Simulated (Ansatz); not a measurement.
# Be27S: the cost of one run

All numbers below are computed with Ansatz 0.2.0 (DFT PBE, plane waves, PAW, scalar-relativistic, no spin polarisation).

1 further run of the same task is left out (it didn't finish).

## 1. The starting structure

The cell holds 28 atoms (Be27S): a = 6.870 Å, b = 6.870 Å, c = 14.588 Å, α = 90.00°, β = 90.00°, γ = 60.00°.

Its coordinates follow in the input file.

## 2. End point A

File input.yaml:

```yaml
crystal:
  lattice:
    - [6.87, 0.0, 0.0]
    - [3.435, 5.949595, 0.0]
    - [0.0, 0.0, 14.58843]
  atoms:
    - { symbol: Be, position: [0.0, 0.0, 0.0685475] }
    - { symbol: Be, position: [0.3333333, 0.0, 0.0685475] }
    - { symbol: Be, position: [0.6666667, 0.0, 0.0685475] }
    - { symbol: Be, position: [0.0, 0.3333333, 0.0685475] }
    - { symbol: Be, position: [0.3333333, 0.3333333, 0.0685475] }
    - { symbol: Be, position: [0.6666667, 0.3333333, 0.0685475] }
    - { symbol: Be, position: [0.0, 0.6666667, 0.0685475] }
    - { symbol: Be, position: [0.3333333, 0.6666667, 0.0685475] }
    - { symbol: Be, position: [0.6666667, 0.6666667, 0.0685475] }
    - { symbol: Be, position: [-0.1111111, 0.2222222, 0.1915364] }
    - { symbol: Be, position: [0.2222222, 0.2222222, 0.1915364] }
    - { symbol: Be, position: [0.5555556, 0.2222222, 0.1915364] }
    - { symbol: Be, position: [-0.1111111, 0.5555556, 0.1915364] }
    - { symbol: Be, position: [0.2222222, 0.5555556, 0.1915364] }
    - { symbol: Be, position: [0.5555556, 0.5555556, 0.1915364] }
    - { symbol: Be, position: [-0.1111111, 0.8888889, 0.1915364] }
    - { symbol: Be, position: [0.2222222, 0.8888889, 0.1915364] }
    - { symbol: Be, position: [0.5555556, 0.8888889, 0.1915364] }
    - { symbol: Be, position: [0.0, 0.0, 0.3145253] }
    - { symbol: Be, position: [0.3333333, 0.0, 0.3145253] }
    - { symbol: Be, position: [0.6666667, 0.0, 0.3145253] }
    - { symbol: Be, position: [0.0, 0.3333333, 0.3145253] }
    - { symbol: Be, position: [0.3333333, 0.3333333, 0.3145253] }
    - { symbol: Be, position: [0.6666667, 0.3333333, 0.3145253] }
    - { symbol: Be, position: [0.0, 0.6666667, 0.3145253] }
    - { symbol: Be, position: [0.3333333, 0.6666667, 0.3145253] }
    - { symbol: Be, position: [0.6666667, 0.6666667, 0.3145253] }
    - { symbol: S, position: [0.7610217, 0.4670187, 0.4289996] }
basis:
  ecutwfc: 420.0
kpoints:
  mp_grid: { grid: [4, 4, 1] }
hamiltonian:
  xc: pbe
scf:
  occupations: { method: fermi_dirac, width: 0.1 }
  lower_state_search: "off"
relax:
  f_tol: 0.03
  max_steps: 60
  adjacent_minimum: "off"
  constraints: [{ sites: [0, 1, 2, 3, 4, 5, 6, 7, 8] }]
```

Command:

```console
$ ansatz run input.yaml --threads 2 --pin off --max-ram 5120MiB --backend cpu --events-out ev --progress --plain --runs-dir out
```

Q: Estimate wall time and peak memory on 2 threads of AMD EPYC 7B13 (Zen 3), shared host.

About 36 s, with a peak of 0.91 GiB.
